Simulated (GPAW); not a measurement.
Crystal: Cu.

```
CELL_PARAMETERS angstrom
2.53410 0.00000 0.00000
-1.26705 2.19459 0.00000
0.00000 0.00000 4.11257
ATOMIC_POSITIONS crystal
Cu 0.66667 0.33333 0.75000
Cu 0.33333 0.66667 0.25000
```

This isn't the form of Cu at room conditions, which is fcc.

```yaml
Program: GPAW 26.7.0
Task: relaxation of cell and atoms
Functional: PBEsol
Dispersion: D4
Potentials_or_basis: PAW data sets generated in the run's folder for this functional
Cutoff: 600 eV
Basis: pw
k_mesh: 10 × 10 × 6
Occupations: fermi-dirac, width 0.05 eV
Spin: no spin polarisation
```

At the start: pressure -3.5 GPa; volume 11.44 Å³/atom.

Where does the relaxation end?

Over 3 steps the energy falls by 2.3 meV/atom and the volume is 11.19 Å³/atom (-2.1 %); space group P6_3/mmc (No. 194, to 0.05 Å).

The path:
```tsv
step	energy change (eV)	largest force (eV/Å)	pressure (GPa)	volume (Å³)
1	0.0000	0.0000	-3.53	22.87
2	-0.0022	0.0000	-2.66	22.75
3	-0.0047	0.0000	0.10	22.38
```

Final structure:
```
Cu
1.0
     2.51609    0.00000    0.00000
    -1.25804    2.17900    0.00000
     0.00000    0.00000    4.08217
Cu
2
Direct
  0.66667 0.33333 0.75000
  0.33333 0.66667 0.25000
```

Caveat: with this Cu data set, volumes or pressures lay over 1.5 % or 2 GPa off other programs in two to four cells of ten; later steps reuse the first step's grids; pairwise dispersion overbinds metals, which lowers pressure and volume.
